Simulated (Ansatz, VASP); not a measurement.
NaF in VASP and in Ansatz

```
Na F
1.0
     0.00000    2.32330    2.32330
     2.32330    0.00000    2.32330
     2.32330    2.32330    0.00000
Na F
1 1
Direct
  0.00000 0.00000 0.00000
  0.50000 0.50000 0.50000
```

Alike in both runs: task electric field gradients; functional PBE; k mesh 3 × 3 × 3; occupations fermi-dirac, width 0.03 eV; no spin polarisation.

|  | VASP | Ansatz |
| --- | --- | --- |
| version | VASP 6.6.1 | Ansatz 0.2.0 |
| potentials or method | VASP PAW PBE potentials, release 64 (Na_pv, F) | PAW with Ansatz's default frozen-core files, scalar-relativistic |
| plane-wave cutoff (eV) | 520 | 420 |
| valence electrons in the cell | 14 | 16 |

```csv
,VASP,Ansatz,Ansatz less VASP
gap on the k mesh at the Fermi level (eV),6.25,6.27,+0.016
pressure (GPa),1.6,1.8,+0.13
Vzz of the field gradient on the site that differs most (V/Å²),0.0,0.0,-0.02
```

The two sets of potentials don't hold the same shells in valence.

Caveats: the k mesh is coarse (spacing up to 0.78 Å⁻¹), so the values aren't converged.
